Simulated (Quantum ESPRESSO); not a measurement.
InP: dielectric tensor with PBE

**The experiment to reproduce.**

A printed reference work, textbook reports, for a bulk crystal of InP at 300 K: high-frequency dielectric constant 9.61.

The system is InP.

```
In P
1.0
     0.00000    2.93050    2.93050
     2.93050    0.00000    2.93050
     2.93050    2.93050    0.00000
In P
1 1
Direct
  0.00000 0.00000 0.00000
  0.75000 0.75000 0.75000
```

| Item | Value |
| --- | --- |
| Program | Quantum ESPRESSO 7.5 |
| Task | dielectric tensor |
| Functional | PBE |
| Potentials or basis | GBRV 1.5 PBE |
| Cutoff | 762 eV |
| Density cutoff | 6095 eV |
| k mesh | 6 × 6 × 6, shifted |
| Occupations | fermi-dirac, width 0.05 eV |
| Spin | no spin polarisation |
| Mixing beta | 0.5 |
| Most SCF iterations | 120 |
| SCF threshold | 4e-10 Ry |

The pressure is 3.1 GPa, the electronic dielectric tensor (diagonal) is 10.96 and the born charges (mean of the diagonal) is In +2.54; P -2.54 e.

Levels at points of the mesh, in eV from the valence-band top:
| k point | band 6 | band 7 | band 8 | band 9 | band 10 | band 11 | band 12 | band 13 |
| --- | --- | --- | --- | --- | --- | --- | --- | --- |
| (0.08, 0.08, 0.08) | -11.36 | -0.83 | 0.00 | 0.00 | 1.44 | 4.20 | 4.30 | 4.30 |

Electronic dielectric tensor:
```
10.96  0.00  0.00
 0.00 10.96  0.00
 0.00  0.00 10.96
```

Born effective charge tensors (e):
atom 1, In
```
2.54 0.00 0.00
0.00 2.54 0.00
0.00 0.00 2.54
```
atom 2, P
```
-2.54  0.00  0.00
 0.00 -2.54  0.00
 0.00  0.00 -2.54
```

Run time: 8.8 min on 1 thread of Intel(R) Xeon(R) Processor @ 2.50GHz (Skylake/Cascade Lake), on a shared host, peak memory 0.24 GiB.

A measured high-frequency dielectric constant of InP is 9.61 (300 K; a printed reference work, textbook); the calculated 10.96 misses it by +14.0 %.

Caveat: the mesh is thin for the dielectric tensor, Born charges and intensities, which usually come out too large; the cell is more than 3 GPa from zero pressure, which shifts response properties.
